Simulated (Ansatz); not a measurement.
Input for Ansatz (plane-wave DFT, PAW):

```yaml
crystal:
  lattice:
    - [10.0, 0.0, 0.0]
    - [0.0, 9.3, 0.0]
    - [0.0, 0.0, 4.0135895282]
  atoms:
    - { symbol: Co, position: [0.4498301309, 0.5, 0.0], spin: 1.84 }
    - { symbol: Co, position: [0.5501698691, 0.5, 0.5], spin: 1.84 }
basis:
  ecutwfc: 420
kpoints:
  mp_grid: { grid: [1, 1, 16] }
hamiltonian:
  xc: pbe
scf:
  occupations: { method: gaussian, width: 0.05 }
output:
  forces: true
  stress: true
  eigenvalues: true
  populations: true
  write_density: true
  write_potential: true
  elf: true
  volumetric_format: npy
magnetization:
  spin_polarized: true
relax:
  adjacent_minimum: "off"
  f_tol: 0.01
  max_steps: 45
  cell: { fix: [a, b, alpha, beta, gamma], stress_tol: 0.03 }
```

Launched with
```bash
ansatz run input.yaml --threads 2 --pin off --max-ram 5120MiB --backend cpu --events-out ev --progress --plain --runs-dir out
```

Level of theory: DFT PBE, scalar-relativistic, plane waves, PAW in Ansatz.

Abridged output:

```
Pseudopotentials: kind: paw
Pseudopotential: Co, paw, valence charge 17, recommended cutoff 420 eV (normal)
Functional definition: PBE
Crystal: 2 atoms, lattice volume = 373.264 Å³
Basis set: ecut = 420 eV, 7315 PW (Γ), exchange–correlation on 144×128×54 points (8 copies of the dense FFT grid, shifted against one another)
Bands: 23, of which v1, the nominal top of the filled ones, is band 17 counted from 1 (16 counted from 0)
Symmetry: 8 space group operations
Space group: Pmma (ITA 51), of the structure as read, at distance tolerance 7.2e-5 Å
Magnetic group: BNS 51.289 (UNI 387), of the structure as read, at distance tolerance 7.2e-5 Å
k-points: 9 of 16
Initial density: superposition of atomic densities (neutral atoms: chi_scale 0, normalization atom)
Starting moments: Σ|m| = 3.68 μB on 2 of 2 sites
Initial wavefunctions: pseudopotential atomic-orbital guess
Functional: x = pbe(κ = 0.804, μ = 0.21951497), c = pbe(β = 0.06672455)
SCF iter   1: F=—  HF=-10244.493159 eV  |F-HF|=—  |Δ(HF+E_count)|=         —  Δρ=2.74e-2 (↑2.74e-2 ↓1.13e-2) dr2=4.18e0  dr2_m=8.02e-1  M=4.125 μB ∫|m|=4.225 μB  β_m=0.30  ethr=3.10e-3  ⟨swp⟩=7.8  Hψ=2228  notcnv=0
Mixer restart at iter 1: flushing history
spin=Collinear: LDOS preconditioning applied to the charge; magnetization (m = ρ↑ − ρ↓) channel mixes plain (no charge-response kernel on spin).
SCF iter   2: F=—  HF=-10245.144961 eV  |F-HF|=—  |Δ(HF+E_count)|=   6.52e-1  Δρ=1.50e-2 (↑1.50e-2 ↓1.01e-2) dr2=1.20e0  dr2_m=4.19e-1  M=4.125 μB ∫|m|=4.297 μB  β_m=0.51  ethr=3.10e-3  ⟨swp⟩=2.9  Hψ=829  notcnv=0  defer=22
SCF iter   3: F=—  HF=-10246.203531 eV  |F-HF|=—  |Δ(HF+E_count)|=    1.06e0  Δρ=4.88e-3 (↑4.88e-3 ↓4.00e-3) dr2=6.61e-2  dr2_m=4.25e-2  M=4.125 μB ∫|m|=4.388 μB  β_m=0.58  ethr=3.10e-3  ⟨swp⟩=3.3  Hψ=752  notcnv=0  defer=22
SCF iter   4: F=—  HF=-10246.402606 eV  |F-HF|=—  |Δ(HF+E_count)|=         —  Δρ=3.49e-3 (↑1.04e-3 ↓3.49e-3) dr2=1.89e-2  dr2_m=9.89e-3  M=4.125 μB ∫|m|=4.428 μB  β_m=0.58  ethr=1.94e-4  ⟨swp⟩=3.6  Hψ=935  notcnv=0  defer=22
SCF iter   5: F=—  HF=-10246.427100 eV  |F-HF|=—  |Δ(HF+E_count)|=   2.45e-2  Δρ=2.09e-3 (↑4.94e-4 ↓2.09e-3) dr2=4.43e-3  dr2_m=3.83e-3  M=4.125 μB ∫|m|=4.423 μB  β_m=0.79  ethr=5.54e-5  ⟨swp⟩=2.5  Hψ=659  notcnv=0  defer=22
SCF iter   6: F=—  HF=-10246.443236 eV  |F-HF|=—  |Δ(HF+E_count)|=   1.61e-2  Δρ=9.19e-4 (↑1.71e-4 ↓9.19e-4) dr2=1.70e-3  dr2_m=6.83e-4  M=4.125 μB ∫|m|=4.412 μB  β_m=0.88  ethr=1.30e-5  ⟨swp⟩=2.0  Hψ=778  notcnv=0  defer=22
SCF iter   7: F=—  HF=-10246.444625 eV  |F-HF|=—  |Δ(HF+E_count)|=   1.39e-3  Δρ=2.51e-4 (↑1.41e-4 ↓2.51e-4) dr2=9.22e-5  dr2_m=7.98e-5  M=4.125 μB ∫|m|=4.409 μB  β_m=0.94  ethr=5.01e-6  ⟨swp⟩=2.6  Hψ=737  notcnv=0  defer=22
SCF iter   8: F=—  HF=-10246.444827 eV  |F-HF|=—  |Δ(HF+E_count)|=   2.02e-4  Δρ=5.63e-5 (↑4.98e-5 ↓5.63e-5) dr2=5.81e-6  dr2_m=5.58e-6  M=4.125 μB ∫|m|=4.408 μB  β_m=0.97  ethr=2.71e-7  ⟨swp⟩=2.0  Hψ=746  notcnv=0  defer=22
SCF iter   9: F=—  HF=-10246.444843 eV  |F-HF|=—  |Δ(HF+E_count)|=   1.59e-5  Δρ=2.26e-5 (↑8.06e-6 ↓2.26e-5) dr2=7.51e-7  dr2_m=3.79e-7  M=4.125 μB ∫|m|=4.408 μB  β_m=0.97  ethr=1.71e-8  ⟨swp⟩=2.0  Hψ=744  notcnv=0  defer=22
SCF iter  10: F=—  HF=-10246.444844 eV  |F-HF|=—  |Δ(HF+E_count)|=   7.72e-7  Δρ=5.79e-6 (↑4.05e-6 ↓5.79e-6) dr2=9.63e-8  dr2_m=3.09e-8  M=4.125 μB ∫|m|=4.407 μB  β_m=0.99  ethr=2.21e-9  ⟨swp⟩=2.0  Hψ=698  notcnv=0  defer=22
SCF iter  11: F=-10246.444844 eV  HF=-10246.444844 eV  |F-HF|=7.28e-8  |Δ(HF+E_count)|=   7.81e-8  Δρ=4.03e-6 (↑3.28e-6 ↓4.03e-6) dr2=9.15e-8  dr2_m=6.27e-9  M=4.125 μB ∫|m|=4.408 μB  ethr=2.83e-10  ⟨swp⟩=10.6  Hψ=3017  notcnv=0
SCF 1 converged in 11 iterations: F = -10246.444844 eV  dr2 = 9.15e-8
relax step   1: F+E_penalty+E_count = -10246.44484364 eV  Δ(F+E_penalty+E_count) = +0.000e0 eV  max|allowed force component| = 1.271e-1 eV/Å  Δτ_max = 0.0000 Å  P = -0.583 GPa  Ω = 373.264 Å³  fix = [a, b, alpha, beta, gamma]  reactions: a -0.063, b -0.011 GPa (11 SCF iters, dr2 threshold 1.00e-7 eV, accepted)
Crystal: 2 atoms, lattice volume = 359.079 Å³
Basis set: ecut = 420 eV, 7035 PW (Γ), exchange–correlation on 144×128×54 points (8 copies of the dense FFT grid, shifted against one another)
Initial density: handed on by an earlier stage of this run
Starting moments: Σ|m| = 3.68 μB on 2 of 2 sites; this step starts from the density that it was given
Initial wavefunctions: those handed on with the density
SCF iter   1: F=—  HF=-10246.559212 eV  |F-HF|=—  |Δ(HF+E_count)|=         —  Δρ=4.61e-3 (↑3.10e-3 ↓4.61e-3) dr2=1.63e-2  dr2_m=3.94e-2  M=4.125 μB ∫|m|=4.413 μB  β_m=0.30  ethr=4.75e-5  ⟨swp⟩=1.9  Hψ=2564  notcnv=0
spin=Collinear: Resta preconditioning applied to the charge; magnetization (m = ρ↑ − ρ↓) channel mixes plain (no charge-response kernel on spin).
SCF iter   2: F=—  HF=-10246.573658 eV  |F-HF|=—  |Δ(HF+E_count)|=   1.44e-2  Δρ=3.48e-3 (↑2.16e-3 ↓3.48e-3) dr2=9.98e-3  dr2_m=2.09e-2  M=4.125 μB ∫|m|=4.419 μB  β_m=0.65  ethr=4.75e-5  ⟨swp⟩=1.9  Hψ=456  notcnv=0
SCF iter   3: F=—  HF=-10246.594334 eV  |F-HF|=—  |Δ(HF+E_count)|=   2.07e-2  Δρ=7.04e-4 (↑2.76e-4 ↓7.04e-4) dr2=5.04e-4  dr2_m=5.46e-4  M=4.125 μB ∫|m|=4.443 μB  β_m=0.82  ethr=2.94e-5  ⟨swp⟩=2.3  Hψ=817  notcnv=0
SCF iter   4: F=—  HF=-10246.596116 eV  |F-HF|=—  |Δ(HF+E_count)|=   1.78e-3  Δρ=3.86e-4 (↑1.64e-4 ↓3.86e-4) dr2=4.36e-4  dr2_m=7.59e-5  M=4.125 μB ∫|m|=4.450 μB  β_m=0.91  ethr=1.48e-6  ⟨swp⟩=2.6  Hψ=784  notcnv=0
SCF iter   5: F=—  HF=-10246.596524 eV  |F-HF|=—  |Δ(HF+E_count)|=   4.08e-4  Δρ=4.65e-4 (↑4.65e-4 ↓3.94e-4) dr2=1.37e-3  dr2_m=1.30e-5  M=4.125 μB ∫|m|=4.450 μB  β_m=0.64  ethr=1.28e-6  ⟨swp⟩=2.1  Hψ=800  notcnv=0  recentre
SCF iter   6: F=—  HF=-10246.596208 eV  |F-HF|=—  |Δ(HF+E_count)|=   3.16e-4  Δρ=6.77e-5 (↑2.01e-5 ↓6.77e-5) dr2=7.42e-6  dr2_m=4.02e-6  M=4.125 μB ∫|m|=4.453 μB  β_m=0.82  ethr=1.28e-6  ⟨swp⟩=2.0  Hψ=765  notcnv=0
SCF iter   7: F=—  HF=-10246.596092 eV  |F-HF|=—  |Δ(HF+E_count)|=   1.16e-4  Δρ=1.64e-5 (↑9.81e-6 ↓1.64e-5) dr2=1.55e-6  dr2_m=8.67e-8  M=4.125 μB ∫|m|=4.453 μB  β_m=0.84  ethr=2.18e-8  ⟨swp⟩=2.0  Hψ=827  notcnv=0  defer=4
SCF iter   8: F=—  HF=-10246.596092 eV  |F-HF|=—  |Δ(HF+E_count)|=   5.51e-7  Δρ=5.63e-6 (↑3.74e-6 ↓5.63e-6) dr2=2.12e-7  dr2_m=7.84e-9  M=4.125 μB ∫|m|=4.452 μB  β_m=0.92  ethr=4.55e-9  ⟨swp⟩=2.0  Hψ=561  notcnv=0  defer=4
SCF iter   9: F=-10246.596091 eV  HF=-10246.596091 eV  |F-HF|=6.68e-9  |Δ(HF+E_count)|=   5.78e-8  Δρ=1.11e-6 (↑9.04e-7 ↓1.11e-6) dr2=1.02e-8  dr2_m=4.04e-10  M=4.125 μB ∫|m|=4.452 μB  ethr=5.88e-10  ⟨swp⟩=7.4  Hψ=2765  notcnv=0
SCF 2 converged in 9 iterations: F = -10246.596091 eV  dr2 = 1.02e-8
relax step   2: F+E_penalty+E_count = -10246.59609148 eV  Δ(F+E_penalty+E_count) = -1.512e-1 eV  max|allowed force component| = 4.944e-2 eV/Å  Δτ_max = 0.0435 Å  P = -0.614 GPa  Ω = 359.079 Å³  energy of the carried Pulay correction = +9.672e-4 eV  fix = [a, b, alpha, beta, gamma]  reactions: a -0.034, b -0.010 GPa (9 SCF iters, dr2 threshold 2.00e-7 eV, accepted)
Crystal: 2 atoms, lattice volume = 340.842 Å³
Basis set: ecut = 420 eV, 6655 PW (Γ), exchange–correlation on 144×128×54 points (8 copies of the dense FFT grid, shifted against one another)
   ...
SCF iter  12: F=—  HF=-10247.682183 eV  |F-HF|=—  |Δ(HF+E_count)|=   3.56e-7  Δρ=5.50e-8 (↑5.50e-8 ↓3.11e-8) dr2=8.21e-12  dr2_m=1.71e-12  M=4.000 μB ∫|m|=4.214 μB  β_m=0.95  ethr=1.00e-12  ⟨swp⟩=3.7  Hψ=980  notcnv=0
SCF iter  13: F=—  HF=-10247.682183 eV  |F-HF|=—  |Δ(HF+E_count)|=   3.97e-9  Δρ=1.75e-8 (↑9.43e-9 ↓1.75e-8) dr2=1.50e-12  dr2_m=9.27e-14  M=4.000 μB ∫|m|=4.214 μB  β_m=0.97  ethr=1.00e-12  ⟨swp⟩=2.7  Hψ=603  notcnv=0
SCF iter  14: F=-10247.682183 eV  HF=-10247.682183 eV  |F-HF|=1.82e-11  |Δ(HF+E_count)|=  6.69e-10  Δρ=1.05e-8 (↑7.15e-9 ↓1.05e-8) dr2=5.33e-13  dr2_m=9.55e-15  M=4.000 μB ∫|m|=4.214 μB  ethr=1.00e-12  ⟨swp⟩=5.2  Hψ=2158  notcnv=0
SCF 12 converged in 14 iterations: F = -10247.682183 eV  dr2 = 5.33e-13
relax step  12: F+E_penalty+E_count = -10247.68218337 eV  Δ(F+E_penalty+E_count) = -1.184e-3 eV  max|allowed force component| = 2.642e-2 eV/Å  Δτ_max = 0.0064 Å  P = +0.001 GPa  Ω = 214.116 Å³  energy of the carried Pulay correction = +1.354e-2 eV  fix = [a, b, alpha, beta, gamma]  reactions: a +0.010, b -0.009 GPa (14 SCF iters, accepted)
Crystal: 2 atoms, lattice volume = 214.303 Å³
Basis set: ecut = 420 eV, 4169 PW (Γ), exchange–correlation on 144×128×54 points (8 copies of the dense FFT grid, shifted against one another)
SCF iter   1: F=—  HF=-10247.682075 eV  |F-HF|=—  |Δ(HF+E_count)|=         —  Δρ=2.64e-4 (↑2.37e-4 ↓2.64e-4) dr2=1.26e-4  dr2_m=1.02e-4  M=4.001 μB ∫|m|=4.214 μB  β_m=0.65  ethr=3.86e-7  ⟨swp⟩=3.4  Hψ=2560  notcnv=0
spin=Collinear: Resta preconditioning applied to the charge; magnetization (m = ρ↑ − ρ↓) channel mixes plain (no charge-response kernel on spin).
SCF iter   2: F=—  HF=-10247.682196 eV  |F-HF|=—  |Δ(HF+E_count)|=   1.22e-4  Δρ=1.21e-4 (↑7.56e-5 ↓1.21e-4) dr2=1.01e-5  dr2_m=1.47e-5  M=4.001 μB ∫|m|=4.214 μB  β_m=0.59  ethr=3.71e-7  ⟨swp⟩=2.0  Hψ=661  notcnv=0
SCF iter   3: F=—  HF=-10247.682207 eV  |F-HF|=—  |Δ(HF+E_count)|=   1.09e-5  Δρ=5.05e-5 (↑5.05e-5 ↓3.39e-5) dr2=4.22e-6  dr2_m=1.66e-6  M=4.000 μB ∫|m|=4.214 μB  β_m=0.56  ethr=2.98e-8  ⟨swp⟩=3.1  Hψ=1058  notcnv=0
SCF iter   4: F=—  HF=-10247.682205 eV  |F-HF|=—  |Δ(HF+E_count)|=   1.96e-6  Δρ=2.53e-5 (↑6.92e-6 ↓2.53e-5) dr2=1.21e-6  dr2_m=2.29e-7  M=4.000 μB ∫|m|=4.214 μB  β_m=0.60  ethr=1.24e-8  ⟨swp⟩=3.1  Hψ=989  notcnv=0
SCF iter   5: F=—  HF=-10247.682206 eV  |F-HF|=—  |Δ(HF+E_count)|=   9.74e-7  Δρ=1.00e-5 (↑1.52e-6 ↓1.00e-5) dr2=2.00e-7  dr2_m=4.97e-8  M=4.000 μB ∫|m|=4.214 μB  β_m=0.80  ethr=3.57e-9  ⟨swp⟩=2.1  Hψ=593  notcnv=0
SCF iter   6: F=—  HF=-10247.682207 eV  |F-HF|=—  |Δ(HF+E_count)|=   3.82e-7  Δρ=2.87e-6 (↑5.93e-7 ↓2.87e-6) dr2=2.32e-8  dr2_m=3.97e-9  M=4.000 μB ∫|m|=4.214 μB  β_m=0.89  ethr=5.88e-10  ⟨swp⟩=2.6  Hψ=802  notcnv=0
SCF iter   7: F=-10247.682207 eV  HF=-10247.682207 eV  |F-HF|=4.14e-9  |Δ(HF+E_count)|=   1.47e-8  Δρ=1.32e-6 (↑3.00e-7 ↓1.32e-6) dr2=7.20e-9  dr2_m=8.64e-10  M=4.000 μB ∫|m|=4.214 μB  ethr=6.83e-11  ⟨swp⟩=7.4  Hψ=3129  notcnv=0
SCF 13 converged in 7 iterations: F = -10247.682207 eV  dr2 = 7.20e-9
relax step  13: F+E_penalty+E_count = -10247.68220673 eV  Δ(F+E_penalty+E_count) = -2.336e-5 eV  max|allowed force component| = 1.021e-2 eV/Å  Δτ_max = 0.0026 Å  P = +0.018 GPa  Ω = 214.303 Å³  energy of the carried Pulay correction = +1.352e-2 eV  fix = [a, b, alpha, beta, gamma]  reactions: a +0.063, b -0.009 GPa (7 SCF iters, dr2 threshold 4.36e-8 eV, accepted)
Crystal: 2 atoms, lattice volume = 214.245 Å³
SCF iter   1: F=—  HF=-10247.682098 eV  |F-HF|=—  |Δ(HF+E_count)|=         —  Δρ=7.61e-5 (↑6.77e-5 ↓7.61e-5) dr2=1.02e-5  dr2_m=8.43e-6  M=4.000 μB ∫|m|=4.213 μB  β_m=0.65  ethr=3.15e-8  ⟨swp⟩=3.4  Hψ=2540  notcnv=0
spin=Collinear: Resta preconditioning applied to the charge; magnetization (m = ρ↑ − ρ↓) channel mixes plain (no charge-response kernel on spin).
SCF iter   2: F=—  HF=-10247.682220 eV  |F-HF|=—  |Δ(HF+E_count)|=   1.21e-4  Δρ=3.43e-5 (↑2.16e-5 ↓3.43e-5) dr2=7.63e-7  dr2_m=1.21e-6  M=4.000 μB ∫|m|=4.214 μB  β_m=0.59  ethr=3.01e-8  ⟨swp⟩=2.0  Hψ=636  notcnv=0
SCF iter   3: F=—  HF=-10247.682221 eV  |F-HF|=—  |Δ(HF+E_count)|=   1.24e-6  Δρ=1.37e-5 (↑1.37e-5 ↓9.37e-6) dr2=3.19e-7  dr2_m=1.27e-7  M=4.000 μB ∫|m|=4.214 μB  β_m=0.57  ethr=2.24e-9  ⟨swp⟩=3.4  Hψ=1071  notcnv=0
SCF iter   4: F=—  HF=-10247.682221 eV  |F-HF|=—  |Δ(HF+E_count)|=   2.29e-7  Δρ=7.26e-6 (↑2.24e-6 ↓7.26e-6) dr2=1.04e-7  dr2_m=1.73e-8  M=4.000 μB ∫|m|=4.214 μB  β_m=0.60  ethr=9.38e-10  ⟨swp⟩=3.1  Hψ=928  notcnv=0
SCF iter   5: F=—  HF=-10247.682221 eV  |F-HF|=—  |Δ(HF+E_count)|=   3.77e-8  Δρ=3.00e-6 (↑4.37e-7 ↓3.00e-6) dr2=1.77e-8  dr2_m=3.92e-9  M=4.000 μB ∫|m|=4.214 μB  β_m=0.80  ethr=3.05e-10  ⟨swp⟩=2.1  Hψ=594  notcnv=0
SCF iter   6: F=—  HF=-10247.682221 eV  |F-HF|=—  |Δ(HF+E_count)|=   1.07e-8  Δρ=8.42e-7 (↑1.62e-7 ↓8.42e-7) dr2=1.74e-9  dr2_m=3.45e-10  M=4.000 μB ∫|m|=4.214 μB  β_m=0.90  ethr=5.19e-11  ⟨swp⟩=2.7  Hψ=811  notcnv=0
SCF iter   7: F=-10247.682221 eV  HF=-10247.682221 eV  |F-HF|=5.80e-10  |Δ(HF+E_count)|=   1.46e-9  Δρ=4.44e-7 (↑1.01e-7 ↓4.44e-7) dr2=7.48e-10  dr2_m=8.23e-11  M=4.000 μB ∫|m|=4.214 μB  ethr=5.12e-12  ⟨swp⟩=6.3  Hψ=2776  notcnv=0
SCF 14 converged in 7 iterations: F = -10247.682221 eV  dr2 = 7.48e-10
relax step  14: F+E_penalty+E_count = -10247.68222061 eV  Δ(F+E_penalty+E_count) = -1.388e-5 eV  max|allowed force component| = 3.021e-4 eV/Å  Δτ_max = 0.0008 Å  P = +0.013 GPa  Ω = 214.245 Å³  energy of the carried Pulay correction = +1.352e-2 eV  fix = [a, b, alpha, beta, gamma]  reactions: a +0.048, b -0.009 GPa (7 SCF iters, dr2 threshold 6.52e-9 eV, accepted)
Basis set: ecut = 420 eV, 4153 PW (Γ), exchange–correlation on 144×128×32 points (8 copies of the dense FFT grid, shifted against one another)
Initial wavefunctions: pseudopotential atomic-orbital guess (no wavefunctions were taken with the density)
SCF iter   1: F=—  HF=-10247.676585 eV  |F-HF|=—  |Δ(HF+E_count)|=         —  Δρ=2.66e-4 (↑1.31e-4 ↓2.66e-4) dr2=1.76e-4  dr2_m=1.05e-5  M=4.001 μB ∫|m|=4.215 μB  β_m=0.65  ethr=2.28e-6  ⟨swp⟩=3.0  Hψ=3086  notcnv=0
spin=Collinear: Resta preconditioning applied to the charge; magnetization (m = ρ↑ − ρ↓) channel mixes plain (no charge-response kernel on spin).
SCF iter   2: F=—  HF=-10247.676587 eV  |F-HF|=—  |Δ(HF+E_count)|=   2.62e-6  Δρ=8.94e-5 (↑6.21e-5 ↓8.94e-5) dr2=6.42e-6  dr2_m=1.17e-6  M=4.001 μB ∫|m|=4.215 μB  β_m=0.56  ethr=5.19e-7  ⟨swp⟩=2.0  Hψ=578  notcnv=0
SCF iter   3: F=—  HF=-10247.676624 eV  |F-HF|=—  |Δ(HF+E_count)|=   3.66e-5  Δρ=2.96e-5 (↑2.96e-5 ↓2.57e-5) dr2=1.82e-6  dr2_m=4.37e-7  M=4.001 μB ∫|m|=4.215 μB  β_m=0.54  ethr=1.89e-8  ⟨swp⟩=2.0  Hψ=763  notcnv=0
SCF iter   4: F=—  HF=-10247.676631 eV  |F-HF|=—  |Δ(HF+E_count)|=   7.54e-6  Δρ=4.04e-5 (↑1.71e-5 ↓4.04e-5) dr2=4.25e-6  dr2_m=2.98e-7  M=4.001 μB ∫|m|=4.215 μB  β_m=0.77  ethr=5.37e-9  ⟨swp⟩=2.2  Hψ=714  notcnv=0
SCF iter   5: F=—  HF=-10247.676653 eV  |F-HF|=—  |Δ(HF+E_count)|=   2.16e-5  Δρ=1.71e-5 (↑8.02e-6 ↓1.71e-5) dr2=8.17e-7  dr2_m=2.55e-7  M=4.000 μB ∫|m|=4.214 μB  β_m=0.89  ethr=5.37e-9  ⟨swp⟩=2.0  Hψ=774  notcnv=0
SCF iter   6: F=—  HF=-10247.676655 eV  |F-HF|=—  |Δ(HF+E_count)|=   2.51e-6  Δρ=7.45e-6 (↑1.99e-6 ↓7.45e-6) dr2=1.66e-7  dr2_m=2.61e-8  M=4.000 μB ∫|m|=4.214 μB  β_m=0.94  ethr=2.40e-9  ⟨swp⟩=2.5  Hψ=737  notcnv=0
SCF iter   7: F=—  HF=-10247.676656 eV  |F-HF|=—  |Δ(HF+E_count)|=   9.99e-7  Δρ=2.48e-6 (↑1.70e-6 ↓2.48e-6) dr2=3.51e-8  dr2_m=6.28e-10  M=4.000 μB ∫|m|=4.214 μB  β_m=0.97  ethr=4.87e-10  ⟨swp⟩=2.3  Hψ=658  notcnv=0
SCF iter   8: F=—  HF=-10247.676656 eV  |F-HF|=—  |Δ(HF+E_count)|=   6.96e-8  Δρ=6.78e-7 (↑2.44e-7 ↓6.78e-7) dr2=1.82e-9  dr2_m=1.68e-10  M=4.000 μB ∫|m|=4.214 μB  β_m=0.99  ethr=1.03e-10  ⟨swp⟩=2.8  Hψ=764  notcnv=0
SCF iter   9: F=—  HF=-10247.676656 eV  |F-HF|=—  |Δ(HF+E_count)|=   3.13e-8  Δρ=1.08e-7 (↑1.00e-7 ↓1.08e-7) dr2=1.55e-10  dr2_m=2.52e-12  M=4.000 μB ∫|m|=4.214 μB  β_m=0.99  ethr=5.36e-12  ⟨swp⟩=2.9  Hψ=748  notcnv=0
SCF iter  10: F=—  HF=-10247.676655 eV  |F-HF|=—  |Δ(HF+E_count)|=   1.71e-6  Δρ=1.26e-7 (↑7.96e-8 ↓1.26e-7) dr2=9.20e-11  dr2_m=1.42e-12  M=4.000 μB ∫|m|=4.214 μB  β_m=1.00  ethr=1.00e-12  ⟨swp⟩=3.7  Hψ=921  notcnv=0
SCF iter  11: F=—  HF=-10247.676655 eV  |F-HF|=—  |Δ(HF+E_count)|=   1.14e-9  Δρ=1.96e-8 (↑1.96e-8 ↓1.53e-8) dr2=2.41e-12  dr2_m=1.23e-13  M=4.000 μB ∫|m|=4.214 μB  β_m=1.00  ethr=1.00e-12  ⟨swp⟩=2.2  Hψ=581  notcnv=0
SCF iter  12: F=-10247.676655 eV  HF=-10247.676655 eV  |F-HF|=3.64e-12  |Δ(HF+E_count)|=  3.31e-10  Δρ=1.62e-8 (↑1.38e-8 ↓1.62e-8) dr2=1.15e-12  dr2_m=9.28e-15  M=4.000 μB ∫|m|=4.214 μB  ethr=1.00e-12  ⟨swp⟩=4.2  Hψ=1795  notcnv=0
SCF 15 converged in 12 iterations: F = -10247.676655 eV  dr2 = 1.15e-12
WARN: The output density's exchange-correlation potential varies sharply where the density is thin. Do not read a vacuum level from v_tot or v_xc, or from such a field of the output density. On a cell that repeats whose density bears no net charge and no dipole along the vacuum's axis use v_es (v_loc + v_h of the components); under efield.dipole_correction with no amplitude use v_es + v_field, which holds any external_charges[].barrier, or the levels of the report's work_function block, which leave it out; under a non-zero efield.amplitude the vacuum is tilted and has no level; on a cell that repeats and bears such a dipole with no correction it is tilted too, and efield.dipole_correction wi ...
SCF converged after 12 iterations
Magnetization: 4.0004 μB (19.0002 up, 14.9998 down)
Absolute magnetization: 4.2156 μB (∫|ρ↑−ρ↓|, with the PAW one-centre terms)
Spin contamination: 0.0515 ħ² per cell (⟨S²⟩ above its minimum at these occupations)
Per-site moments (μB) at R_I (Å): [(1.89300021, 0.93397780), (1.89300021, 0.93397780)]
Free energy (F): -10247.676655 eV
Harris-Foulkes:  -10247.676655 eV  (|F-HF|=3.64e-12)
Internal energy: -10247.673029 eV  (E = F + TS)
E sigma→0 (E₀):  -10247.674842 eV
Entropy (-TS):   -0.003626 eV (-1.813 meV/atom)
Fermi energy:    -1.885519 eV
--- Per-component energies (eV) ---
  E_band       = -1180.204242
  E_kinetic    = 904.973899
  E_local      = -18373.439943  (includes V_loc(G=0)·N_el)
  E_nonlocal   = 922.470938
  E_hartree    = 8382.576501
  E_xc         = -311.811045
  E_vxc        = -401.729653  (∫ρ·V_xc dr)
  E_paw        = -3041.553674  (= ΣΔE_a)
  E_vpaw       = -997.632809  (= ΣTr[D̂ρ^β])
  E_aug_tail   = 0.000163  (compensation charges beyond the density's cutoff)
  E_ewald      = 1269.110132
  E_smearing   = -0.003626  (= −TS)
--- Forces (eV/Å), atoms counted from 1 ---
  atom   1  Co     0.00037023     0.00000000     0.00000000
  atom   2  Co    -0.00037023     0.00000000     0.00000000
--- Stress (GPa, compression-positive) ---
        0.046310       0.000000       0.000000
        0.000000      -0.012483       0.000000
        0.000000       0.000000      -0.013417
  P = ⅓ Tr σ = 0.0068 GPa (0.068 kbar)
--- Band table (eV; the first three rows and the last of 18) ---
  k-point 0 ↑: bands = ["-97.9758", "-97.9167", "-61.4150", "-61.3166", "-61.2727", "-61.1092", "-60.9944", "-60.9171", "-7.3370", "-6.5282", "-5.1234", "-4.7833", "-4.6442", "-4.0566", "-3.9119", "-3.7022", "-3.2214", "-2.9557", "-2.7925", "-2.4842", "-0.9901", "-0.2083", "1.9561"]
  k-point 1 ↑: bands = ["-97.9734", "-97.9154", "-61.4115", "-61.3148", "-61.2717", "-61.1145", "-61.0038", "-60.9310", "-7.2063", "-6.4147", "-5.1041", "-4.7523", "-4.6083", "-4.1698", "-3.9227", "-3.7484", "-3.2509", "-3.1024", "-2.6518", "-2.6165", "-0.7756", "0.0265", "2.0791"]
  k-point 2 ↑: bands = ["-97.9665", "-97.9119", "-61.4017", "-61.3096", "-61.2690", "-61.1331", "-61.0274", "-60.9702", "-6.8342", "-6.0933", "-5.0538", "-4.6592", "-4.5091", "-4.4484", "-3.9044", "-3.8913", "-3.4199", "-3.3031", "-2.9911", "-2.1998", "-0.2391", "0.5969", "2.4391"]
  k-point 8 ↓: bands = ["-95.6539", "-95.6539", "-59.3071", "-59.3071", "-59.0023", "-59.0023", "-58.9272", "-58.9272", "-4.5186", "-4.5186", "-3.7325", "-3.7325", "-1.8009", "-1.8009", "-1.5428", "-1.5428", "-1.2816", "-1.2816", "1.7589", "1.7589", "5.8893", "5.8893", "6.9355"]
--- Relaxed structure (14 steps of the walk, 13 accepted, 1 SCFs on fresh bases) ---
  F+E_penalty+E_count = -10247.67665460 eV   max|allowed force component| = 3.702e-4 eV/Å   (the final SCF, on the basis selected at the relaxed cell)
  cell:  # Å, volume = 214.2449 Å³
    - [10.0, 2.07016239e-127, 0.0]
    - [1.92525103e-127, 9.3, 2.01476731e-112]
    - [0.0, 8.69510645e-113, 2.30370855]
  atoms:
    - { symbol: Co, position: [0.40253485, 0.5, 0.0] }
    - { symbol: Co, position: [0.59746514, 0.5, 0.49999999] }
--- Löwdin populations: 2 sites ---
  site symbol q [e]    m [muB]
     0     Co     16.8471     2.0372
     1     Co     16.8471     2.0372
  spilling = 0.008996 (of n_electrons = 34.000000)
```

The relaxation met its thresholds.

The run took 5.3 min on 2 threads of Intel(R) Xeon(R) Processor @ 2.50GHz (Skylake/Cascade Lake), on a shared host, peak memory 0.66 GiB.